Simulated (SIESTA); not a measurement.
LiH:

```
Li H
1.0
     0.00000    2.03675    2.03675
     2.03675    0.00000    2.03675
     2.03675    2.03675    0.00000
Li H
1 1
Direct
  0.00000 0.00000 0.00000
  0.50000 0.50000 0.50000
```

Program: SIESTA 5.4.2. Alike in all runs: no spin polarisation; cell as given; k mesh 11 × 11 × 11; smearing fermi-dirac 0.05 eV; grid cutoff 800 Ry; energy shift 0.003 Ry.

**Question.** Order these runs on this cell by their band gap on the k mesh, lowest first.
A. level AM05; potentials or basis PseudoDojo 0.4 standard (PBEsol files), DZP (energy shift 0.003 Ry; two zetas on semicore shells)
B. level PBE; potentials or basis PseudoDojo 0.4 standard (PBE files), DZP (energy shift 0.003 Ry; two zetas on semicore shells)
C. level BLYP; potentials or basis PseudoDojo 0.4 standard (PBE files), DZP (energy shift 0.003 Ry; two zetas on semicore shells)

**Answer.** A (2.96 eV), B (3.18 eV), C (3.61 eV).

Caveats: the basis of atomic orbitals isn't converged, which shifts pressures, moduli and gaps; the mesh misses the band edges, which the band path finds closer together (some runs); an odd mesh through Γ misses points on the zone boundary, where band edges often lie (some runs).
